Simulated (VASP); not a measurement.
Input of a VASP 6.6.1 run:

File INCAR:

```
SYSTEM = TaS2
PREC = Accurate
ENCUT = 520
EDIFF = 1E-6
ISMEAR = 0
SIGMA = 0.011
LREAL = .False.
LASPH = .True.
NELM = 100
ALGO = Normal
ISIF = 2
LWAVE = .False.
LCHARG = .True.
GGA = PE
LELF = .True.
LVHAR = .True.
NBANDS = 18
```

Contents of KPOINTS:

```
Automatic mesh
0
Gamma
  9 9 5
  0 0 0
```

File POSCAR:

```
TaS2
1.0
    3.3500000000      0.0000000000      0.0000000000
   -1.6750000000      2.9011851027      0.0000000000
    0.0000000000      0.0000000000      5.8600000000
Ta S
1 2
Direct
    0.0000000000      0.0000000000      0.0000000000
    0.6666666667      0.3333333333      0.7500000000
    0.3333333333      0.6666666667      0.2500000000
```

Potentials or basis: VASP PAW PBE potentials, release 64 (Ta_pv, S).

Launch:

```console
$ cat potpaw_PBE.64/Ta_pv/POTCAR potpaw_PBE.64/S/POTCAR > POTCAR
$ mpirun -np 1 vasp_std > vasp.out
```

(1) Estimate the largest force.

(2) What does it give for the pressure?

(3) Estimate the band gap on the k mesh.

Results:

(1) 1.267 eV/Å.

(2) 9.1 GPa.

(3) none (metal or under the smearing width).

Caveat: this functional lacks dispersion, which binds the layers, so the pressure and a relaxed spacing across them are unreliable; forces of over 1 eV/Å show positions far from the minimum, so gaps and moduli don't describe the material at rest.
